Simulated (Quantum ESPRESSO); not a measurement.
# Al (Im-3m) in Quantum ESPRESSO: reference runs

Aim: a first look at Al with PBE, on the cell as given and on a disturbed one.

All numbers are computed with Quantum ESPRESSO 7.5; they aren't measurements. Logs are shortened: lines on timing, memory, paths and dates and some standing lists are left out, and cuts for length are marked.

### 1 Starting point

It takes space group Im-3m (No. 229, cubic). The conventional cell has a = 3.182 Å, b = 3.182 Å, c = 3.182 Å, α = 90.00°, β = 90.00°, γ = 90.00°. Al (site symmetry m-3m) has 8 Al at 2.76 Å as nearest neighbours.

This isn't the form of Al at room conditions, which is fcc.

### 2 Single point, PBE

Input file pw.in:

```
&CONTROL
  calculation = 'scf'
  prefix = 'pwscf'
  outdir = './tmp'
  pseudo_dir = './pseudo'
  tprnfor = .true.
  tstress = .true.
  disk_io = 'nowf'
/
&SYSTEM
  ibrav = 0
  nat = 1
  ntyp = 1
  ecutwfc = 55
  ecutrho = 440
  nbnd = 6
  occupations = 'smearing'
  smearing = 'fd'
  degauss = 0.00367493
/
&ELECTRONS
  conv_thr = 2d-10
  electron_maxstep = 120
  mixing_beta = 0.5
/
ATOMIC_SPECIES
Al    26.9815 Al.pbe-n-kjpaw_psl.1.0.0.UPF
CELL_PARAMETERS angstrom
  -1.5912186900    1.5912186900    1.5912186900
   1.5912186900   -1.5912186900    1.5912186900
   1.5912186900    1.5912186900   -1.5912186900
ATOMIC_POSITIONS crystal
Al     0.0000000000    0.0000000000    0.0000000000
K_POINTS automatic
12 12 12 0 0 0
```

Potentials or basis: SSSP 1.3 efficiency PBE.

The run is started by

```sh
$ OMP_NUM_THREADS=1 pw.x -in pw.in > pw.out
```

pw.out:

```text
This program is part of the open-source Quantum ESPRESSO suite
     for quantum simulation of materials; please cite
         "P. Giannozzi et al., J. Phys.:Condens. Matter 21 395502 (2009);
         "P. Giannozzi et al., J. Phys.:Condens. Matter 29 465901 (2017);
         "P. Giannozzi et al., J. Chem. Phys. 152 154105 (2020);
     in publications or presentations arising from this work. More details at

     file Al.pbe-n-kjpaw_psl.1.0.0.UPF: wavefunction(s)  3S 3P renormalized
     Message from routine setup:
     using ibrav=0 with symmetry is DISCOURAGED, use correct ibrav instead

     Subspace diagonalization in iterative solution of the eigenvalue problem:
     a serial algorithm will be used

     G-vector sticks info
     --------------------
     sticks:   dense  smooth     PW     G-vecs:    dense   smooth      PW
     Sum         905     451    173                16949     5979    1433

     Using Slab Decomposition

     bravais-lattice index     =            0
     lattice parameter (alat)  =       5.2082  a.u.
     unit-cell volume          =     108.7542 (a.u.)^3
     number of atoms/cell      =            1
     number of atomic types    =            1
     number of electrons       =         3.00
     number of Kohn-Sham states=            6
     kinetic-energy cutoff     =      55.0000  Ry
     charge density cutoff     =     440.0000  Ry
     scf convergence threshold =      2.0E-10
     mixing beta               =       0.5000
     number of iterations used =            8  plain     mixing
     Exchange-correlation= SLA  PW   PBX  PBC
                           (   1   4   3   4   0   0   0)

     celldm(1)=   5.208221  celldm(2)=   0.000000  celldm(3)=   0.000000
     celldm(4)=   0.000000  celldm(5)=   0.000000  celldm(6)=   0.000000

     crystal axes: (cart. coord. in units of alat)
               a(1) = (  -0.577350   0.577350   0.577350 )
               a(2) = (   0.577350  -0.577350   0.577350 )
               a(3) = (   0.577350   0.577350  -0.577350 )

     reciprocal axes: (cart. coord. in units 2 pi/alat)
               b(1) = (  0.000000  0.866025  0.866025 )
               b(2) = (  0.866025  0.000000  0.866025 )
               b(3) = (  0.866025  0.866025  0.000000 )

     PseudoPot. # 1 for Al read from file:
     Al.pbe-n-kjpaw_psl.1.0.0.UPF
     Pseudo is Projector augmented-wave + core cor, Zval =  3.0
     Generated using "atomic" code by A. Dal Corso  v.5.1
     Shape of augmentation charge: PSQ
     Using radial grid of 1135 points,  6 beta functions with:
                l(1) =   0
                l(2) =   0
                l(3) =   1
                l(4) =   1
                l(5) =   2
                l(6) =   2
     Q(r) pseudized with 0 coefficients

     atomic species   valence    mass     pseudopotential
     Al                3.00    26.98150     Al( 1.00)

     48 Sym. Ops., with inversion, found

   Cartesian axes

     site n.     atom                  positions (alat units)
         1        Al     tau(   1) = (   0.0000000   0.0000000   0.0000000  )

     number of k points=    72  Fermi-Dirac smearing, width (Ry)=  0.0037
                       cart. coord. in units 2pi/alat
        k(    1) = (   0.0000000   0.0000000   0.0000000), wk =   0.0011574
        k(    2) = (   0.0721688   0.0721688   0.0000000), wk =   0.0138889
        k(    3) = (   0.1443376   0.1443376   0.0000000), wk =   0.0138889
        k(    4) = (   0.2165064   0.2165064   0.0000000), wk =   0.0138889
        k(    5) = (   0.2886751   0.2886751   0.0000000), wk =   0.0138889
        k(    6) = (   0.3608439   0.3608439   0.0000000), wk =   0.0138889
[... 64 lines left out ...]
        k(   71) = (  -0.8660254  -0.0721688  -0.0721688), wk =   0.0138889
        k(   72) = (  -0.8660254  -0.8660254  -0.8660254), wk =   0.0011574

     Dense  grid:    16949 G-vectors     FFT dimensions: (  36,  36,  36)

     Smooth grid:     5979 G-vectors     FFT dimensions: (  25,  25,  25)

     Initial potential from superposition of free atoms

     starting charge       2.9977, renormalised to       3.0000
     Starting wfcs are    4 randomized atomic wfcs +    2 random wfcs
     Checking if some PAW data can be deallocated...

     Self-consistent Calculation

     iteration #  1     ecut=    55.00 Ry     beta= 0.50
     Davidson diagonalization with overlap
     ethr =  1.00E-02,  avg # of iterations =  5.9

     Threshold (ethr) on eigenvalues was too large:
     Diagonalizing with lowered threshold

     Davidson diagonalization with overlap
     ethr =  1.73E-04,  avg # of iterations =  2.8

     total energy              =     -39.49508030 Ry
     estimated scf accuracy    <       0.00510703 Ry

     iteration #  2     ecut=    55.00 Ry     beta= 0.50
     Davidson diagonalization with overlap
     ethr =  1.70E-04,  avg # of iterations =  1.1

     total energy              =     -39.49477455 Ry
     estimated scf accuracy    <       0.00113076 Ry

     iteration #  3     ecut=    55.00 Ry     beta= 0.50
     Davidson diagonalization with overlap
     ethr =  3.77E-05,  avg # of iterations =  1.8

     total energy              =     -39.49479801 Ry
     estimated scf accuracy    <       0.00000077 Ry

     iteration #  4     ecut=    55.00 Ry     beta= 0.50
     Davidson diagonalization with overlap
     c_bands:  1 eigenvalues not converged
     ethr =  2.58E-08,  avg # of iterations =  4.9

     total energy              =     -39.49479888 Ry
     estimated scf accuracy    <       0.00000002 Ry

     iteration #  5     ecut=    55.00 Ry     beta= 0.50
     Davidson diagonalization with overlap
     ethr =  7.03E-10,  avg # of iterations =  1.3

     End of self-consistent calculation

          k = 0.0000 0.0000 0.0000 (   767 PWs)   bands (ev):

    -3.1460  21.5562  21.5562  23.1959  23.1959  23.1959

          k = 0.0722 0.0722 0.0000 (   744 PWs)   bands (ev):

    -2.9430  19.3963  20.4115  20.7949  22.3688  23.3825

          k = 0.1443 0.1443 0.0000 (   730 PWs)   bands (ev):

    -2.3355  15.9359  19.0273  19.4278  21.0266  22.2144

          k = 0.2165 0.2165 0.0000 (   744 PWs)   bands (ev):

    -1.3289  12.5197  17.9247  18.1827  19.8637  21.2262

          k = 0.2887 0.2887 0.0000 (   754 PWs)   bands (ev):

     0.0680   9.3632  17.1357  17.2465  19.0074  20.4445

          k = 0.3608 0.3608 0.0000 (   756 PWs)   bands (ev):

     1.8413   6.5260  16.6632  16.6730  18.4881  19.9435

          k =-0.4330-0.4330 0.0000 (   746 PWs)   bands (ev):

     3.7437   4.2682  16.4803  16.5060  18.3143  19.7713

          k = 0.1443 0.0722 0.0722 (   733 PWs)   bands (ev):
[... 239 lines left out ...]
          k =-0.8660-0.1443-0.1443 (   742 PWs)   bands (ev):

     6.7548   7.3206  10.7743  12.7339  15.9415  17.1781

          k =-0.7939-0.0722-0.1443 (   749 PWs)   bands (ev):

     6.8016   8.8088   9.3888  13.5050  14.4647  16.6710

          k = 0.0000 0.0000 0.7217 (   739 PWs)   bands (ev):

     6.6333  10.4200  10.4200  11.5120  13.1875  16.3982

          k =-0.8660-0.0722-0.0722 (   750 PWs)   bands (ev):

     8.4348   8.8645  10.2430  11.8698  13.1177  14.9713

          k =-0.8660-0.8660-0.8660 (   736 PWs)   bands (ev):

    10.0661  10.0661  10.0661  11.1039  11.1039  14.0204

     the Fermi energy is     8.1388 ev

!    total energy              =     -39.49479888 Ry
     total all-electron energy =      -485.637580 Ry
     estimated scf accuracy    <          9.5E-11 Ry
     smearing contrib. (-TS)   =      -0.00030254 Ry
     internal energy E=F+TS    =     -39.49449634 Ry

     The total energy is F=E-TS. E is the sum of the following terms:
     one-electron contribution =       3.23342836 Ry
     hartree contribution      =       0.00330101 Ry
     xc contribution           =      -2.60231704 Ry
     ewald contribution        =      -5.44620132 Ry
     one-center paw contrib.   =     -34.68270736 Ry

     convergence has been achieved in   5 iterations

     Forces acting on atoms (cartesian axes, Ry/au):

     atom    1 type  1   force =     0.00000000    0.00000000    0.00000000

     Total force =     0.000000     Total SCF correction =     0.000000

     Computing stress (Cartesian axis) and pressure

          total   stress  (Ry/bohr**3)                   (kbar)     P=       37.87
   0.00025747   0.00000000   0.00000000           37.87        0.00        0.00
   0.00000000   0.00025747   0.00000000            0.00       37.87        0.00
   0.00000000   0.00000000   0.00025747            0.00        0.00       37.87

=------------------------------------------------------------------------------=
   JOB DONE.
=------------------------------------------------------------------------------=
```

It took 4.7 s on 1 thread of Intel Xeon 6975P-C (Granite Rapids), shared host; peak memory 0.11 GiB.

Results:

```
Free energy            : -537.3541 eV
Pressure               : 3.8 GPa
Band gap on the k mesh : none (metal or under the smearing width)
```

Levels at points of the mesh, in eV from the Fermi level:
| k point | band 1 | band 2 | band 3 | band 4 | band 5 | band 6 |
| --- | --- | --- | --- | --- | --- | --- |
| (0.00, 0.00, 0.00) | -11.28 | 13.42 | 13.42 | 15.06 | 15.06 | 15.06 |
| (0.00, 0.00, -0.50) | -4.40 | -3.87 | 8.34 | 8.37 | 10.18 | 11.63 |
| (-0.50, -0.50, -0.50) | 1.93 | 1.93 | 1.93 | 2.97 | 2.97 | 5.88 |

### 3 Single point, PBE (cell strained at random at fixed volume)

Changes to pw.in since step 2:

```diff
@@ -28,7 +28,7 @@
 CELL_PARAMETERS angstrom
-  -1.5912186900    1.5912186900    1.5912186900
-   1.5912186900   -1.5912186900    1.5912186900
-   1.5912186900    1.5912186900   -1.5912186900
+  -1.6989500000    1.5643060000    1.6007980000
+   1.6309530000   -1.5829090000    1.5514040000
+   1.6603660000    1.5443250000   -1.6194010000
 ATOMIC_POSITIONS crystal
-Al     0.0000000000    0.0000000000    0.0000000000
+Al    -0.0006930000    0.0123870000    0.0058490000
 K_POINTS automatic
```

Potentials or basis: SSSP 1.3 efficiency PBE.

The run is started by

```sh
$ OMP_NUM_THREADS=1 pw.x -in pw.in > pw.out
```

pw.out:

```text
This program is part of the open-source Quantum ESPRESSO suite
     for quantum simulation of materials; please cite
         "P. Giannozzi et al., J. Phys.:Condens. Matter 21 395502 (2009);
         "P. Giannozzi et al., J. Phys.:Condens. Matter 29 465901 (2017);
         "P. Giannozzi et al., J. Chem. Phys. 152 154105 (2020);
     in publications or presentations arising from this work. More details at

     file Al.pbe-n-kjpaw_psl.1.0.0.UPF: wavefunction(s)  3S 3P renormalized

     Subspace diagonalization in iterative solution of the eigenvalue problem:
     a serial algorithm will be used

     G-vector sticks info
     --------------------
     sticks:   dense  smooth     PW     G-vecs:    dense   smooth      PW
     Sum         901     457    173                16963     5991    1477

     Using Slab Decomposition

     bravais-lattice index     =            0
     lattice parameter (alat)  =       5.3101  a.u.
     unit-cell volume          =     108.7543 (a.u.)^3
     number of atoms/cell      =            1
     number of atomic types    =            1
     number of electrons       =         3.00
     number of Kohn-Sham states=            6
     kinetic-energy cutoff     =      55.0000  Ry
     charge density cutoff     =     440.0000  Ry
     scf convergence threshold =      2.0E-10
     mixing beta               =       0.5000
     number of iterations used =            8  plain     mixing
     Exchange-correlation= SLA  PW   PBX  PBC
                           (   1   4   3   4   0   0   0)

     celldm(1)=   5.310110  celldm(2)=   0.000000  celldm(3)=   0.000000
     celldm(4)=   0.000000  celldm(5)=   0.000000  celldm(6)=   0.000000

     crystal axes: (cart. coord. in units of alat)
               a(1) = (  -0.604611   0.556695   0.569681 )
               a(2) = (   0.580413  -0.563315   0.552103 )
               a(3) = (   0.590880   0.549584  -0.576302 )

     reciprocal axes: (cart. coord. in units 2 pi/alat)
               b(1) = (  0.029205  0.909664  0.897435 )
               b(2) = (  0.872756  0.016280  0.910359 )
               b(3) = (  0.864979  0.914811  0.024058 )

     PseudoPot. # 1 for Al read from file:
     Al.pbe-n-kjpaw_psl.1.0.0.UPF
     Pseudo is Projector augmented-wave + core cor, Zval =  3.0
     Generated using "atomic" code by A. Dal Corso  v.5.1
     Shape of augmentation charge: PSQ
     Using radial grid of 1135 points,  6 beta functions with:
                l(1) =   0
                l(2) =   0
                l(3) =   1
                l(4) =   1
                l(5) =   2
                l(6) =   2
     Q(r) pseudized with 0 coefficients

     atomic species   valence    mass     pseudopotential
     Al                3.00    26.98150     Al( 1.00)

     No symmetry found

   Cartesian axes

     site n.     atom                  positions (alat units)
         1        Al     tau(   1) = (   0.0110646  -0.0041491   0.0030733  )

     number of k points=   868  Fermi-Dirac smearing, width (Ry)=  0.0037

     Number of k-points >= 100: set verbosity='high' to print them.

     Dense  grid:    16963 G-vectors     FFT dimensions: (  36,  36,  36)

     Smooth grid:     5991 G-vectors     FFT dimensions: (  25,  25,  25)

     Initial potential from superposition of free atoms

     starting charge       2.9977, renormalised to       3.0000
     Starting wfcs are    4 randomized atomic wfcs +    2 random wfcs
     Checking if some PAW data can be deallocated...

     Self-consistent Calculation

     iteration #  1     ecut=    55.00 Ry     beta= 0.50
     Davidson diagonalization with overlap
     ethr =  1.00E-02,  avg # of iterations =  6.0

     Threshold (ethr) on eigenvalues was too large:
     Diagonalizing with lowered threshold

     Davidson diagonalization with overlap
     ethr =  1.75E-04,  avg # of iterations =  2.9

     total energy              =     -39.49501414 Ry
     estimated scf accuracy    <       0.00517212 Ry

     iteration #  2     ecut=    55.00 Ry     beta= 0.50
     Davidson diagonalization with overlap
     ethr =  1.72E-04,  avg # of iterations =  1.0

     total energy              =     -39.49466314 Ry
     estimated scf accuracy    <       0.00115440 Ry

     iteration #  3     ecut=    55.00 Ry     beta= 0.50
     Davidson diagonalization with overlap
     ethr =  3.85E-05,  avg # of iterations =  1.6

     total energy              =     -39.49468628 Ry
     estimated scf accuracy    <       0.00000091 Ry

     iteration #  4     ecut=    55.00 Ry     beta= 0.50
     Davidson diagonalization with overlap
     ethr =  3.02E-08,  avg # of iterations =  4.5

     total energy              =     -39.49468701 Ry
     estimated scf accuracy    <       0.00000004 Ry

     iteration #  5     ecut=    55.00 Ry     beta= 0.50
     Davidson diagonalization with overlap
     ethr =  1.23E-09,  avg # of iterations =  1.3

     total energy              =     -39.49468702 Ry
     estimated scf accuracy    <          3.8E-10 Ry

     iteration #  6     ecut=    55.00 Ry     beta= 0.50
     Davidson diagonalization with overlap
     ethr =  1.25E-11,  avg # of iterations =  2.0

     End of self-consistent calculation

     Number of k-points >= 100: set verbosity='high' to print the bands.

     the Fermi energy is     8.1484 ev

!    total energy              =     -39.49468702 Ry
     total all-electron energy =      -485.637469 Ry
     estimated scf accuracy    <          3.9E-12 Ry
     smearing contrib. (-TS)   =      -0.00029124 Ry
     internal energy E=F+TS    =     -39.49439578 Ry

     The total energy is F=E-TS. E is the sum of the following terms:
     one-electron contribution =       3.23204568 Ry
     hartree contribution      =       0.00391054 Ry
     xc contribution           =      -2.60285974 Ry
     ewald contribution        =      -5.44445524 Ry
     one-center paw contrib.   =     -34.68303702 Ry

     convergence has been achieved in   6 iterations

     Forces acting on atoms (cartesian axes, Ry/au):

     atom    1 type  1   force =     0.00000000    0.00000000    0.00000000

     Total force =     0.000000     Total SCF correction =     0.000000

     Computing stress (Cartesian axis) and pressure

          total   stress  (Ry/bohr**3)                   (kbar)     P=       38.98
   0.00034129   0.00003165   0.00009564           50.21        4.66       14.07
   0.00003165   0.00022567   0.00004005            4.66       33.20        5.89
   0.00009564   0.00004005   0.00022804           14.07        5.89       33.55

=------------------------------------------------------------------------------=
   JOB DONE.
=------------------------------------------------------------------------------=
```

Run time: 24 s. Hardware: 1 thread of Intel Xeon 6975P-C (Granite Rapids), shared host; peak memory 0.17 GiB.

Results:

| Item | Value |
| --- | --- |
| Free energy | -537.3526 eV |
| Pressure | 3.9 GPa |
| Band gap on the k mesh | none (metal or under the smearing width) |

Stress tensor (GPa, compression positive):
```
5.02 0.47 1.41
0.47 3.32 0.59
1.41 0.59 3.35
```

Levels at points of the mesh, in eV from the Fermi level:
```
              k point  band 1  band 2  band 3  band 4  band 5  band 6
   (0.00, 0.00, 0.00)  -11.30   12.65   13.08   13.99   14.28   14.92
  (0.00, 0.00, -0.50)   -4.33   -3.72    8.27    8.46   10.38   11.55
  (0.00, -0.50, 0.00)   -4.32   -3.69    8.43    8.76   10.57   11.47
 (0.00, -0.50, -0.50)   -4.29   -3.68    7.44    7.54    9.92   11.58
  (-0.50, 0.00, 0.00)   -4.17   -3.44    7.62    7.63    9.36   11.17
 (-0.50, 0.00, -0.50)   -4.69   -4.49    8.90    9.11   11.15   12.37
 (-0.50, -0.50, 0.00)   -4.56   -4.19    8.49    8.52   10.87   12.12
(-0.50, -0.50, -0.50)    0.98    2.24    2.54    2.62    3.23    6.07
```
